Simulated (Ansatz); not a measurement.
A crystal relaxed with r2SCAN in the plane-wave code Ansatz has space group I-4m2 (No. 119) and a = 4.014 Å, c = 17.012 Å.

```tsv
atom	site	x	y	z
Al	4e	0.5000	0.5000	0.3334
Xx	2d	0.5000	0.0000	0.2500
Xx	4f	0.0000	0.5000	0.0835
Ga	2b	0.5000	0.5000	0.0000
```

r2SCAN gives a direct gap of 1.75 eV at Γ. The lowest empty level at X lies only 38 meV higher, so the place of the conduction bottom isn't settled. With PBE the gap is 1.30 eV and direct, at Γ. Meshes: r2SCAN 10×10×10, PBE 10×10×10.

Q: Which element is Xx?
A. Sb
B. N
C. Bi
D. As

A: D. Xx is As: Al2GaAs3, ordered on the zincblende lattice (I-4m2) with 6 atoms a cell. Al is surrounded by 4 As at 2.45–2.46 Å; As is surrounded by 4 Al at 2.46 Å; As is surrounded by 2 Al at 2.45 Å and 2 Ga at 2.46 Å; Ga is surrounded by 4 As at 2.46 Å.

No spin polarisation and no zero-point or thermal motion; the cell was built from a prototype and may be hypothetical.

Spin-orbit coupling is left out.
